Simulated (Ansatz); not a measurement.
# Nb: band structure with HSEsol

The system is Nb.

```
Nb
1.0
     2.71964    0.00000    0.00000
     0.00000    2.71964    0.00000
     0.00000    0.00000    2.71964
Nb
1
Cartesian
  1.3598 1.3598 1.3598
```

The cell was built by a generator and needn't be a form met in nature.

```yaml
Program: Ansatz 0.2.0
Task: band structure
Functional: HSEsol
Potentials_or_basis: Ansatz PAW
Cutoff: "420 eV (not typed: the program's choice for these potentials)"
k_mesh: 5 × 5 × 5
Occupations: fermi-dirac, width 0.05 eV
Spin: no spin polarisation
Path: "[[\"G\", \"X\", \"M\", \"G\", \"R\", \"X\"], [\"M\", \"R\"]]"
Points_for_each_segment_of_the_path: 4
```

The pressure is 1.7 GPa and the band gap on the k mesh is none (metal or under the smearing width).

Levels at the corners of the path, in eV from the Fermi level:
| point | band 4 | band 5 | band 6 | band 7 | band 8 | band 9 | band 10 | band 11 |
| --- | --- | --- | --- | --- | --- | --- | --- | --- |
| Γ | -32.05 | -6.42 | -3.40 | -3.40 | 6.36 | 6.36 | 6.36 | 15.57 |
| X | -31.91 | -2.95 | -2.32 | 0.43 | 2.73 | 2.73 | 6.73 | 10.74 |
| M | -31.77 | -4.45 | -1.16 | 3.53 | 3.53 | 6.30 | 6.30 | 8.21 |
| Γ | -32.05 | -6.42 | -3.40 | -3.40 | 6.36 | 6.36 | 6.36 | 15.57 |
| R | -33.21 | -2.49 | -2.49 | -2.49 | 7.88 | 8.51 | 8.51 | 13.24 |
| X | -31.91 | -2.95 | -2.32 | 0.43 | 2.73 | 2.73 | 6.73 | 10.74 |
| M | -31.77 | -4.45 | -1.16 | 3.53 | 3.53 | 6.30 | 6.30 | 8.21 |
| R | -33.21 | -2.49 | -2.49 | -2.49 | 7.88 | 8.51 | 8.51 | 13.24 |

Wall time 11 s on 1 × NVIDIA H100 80GB HBM3 with 2 threads of AMD EPYC 7R13 Processor (Zen 3), on a shared host, peak memory 1.5 GiB.

Caveat: the k mesh is coarse (spacing up to 0.46 Å⁻¹), so the values aren't converged, least of all with exact exchange; the PAW data sets come from PBE, with cores solved anew for the run's functional, which leaves a small shift of forces and pressure; the thresholds are loose for stress.
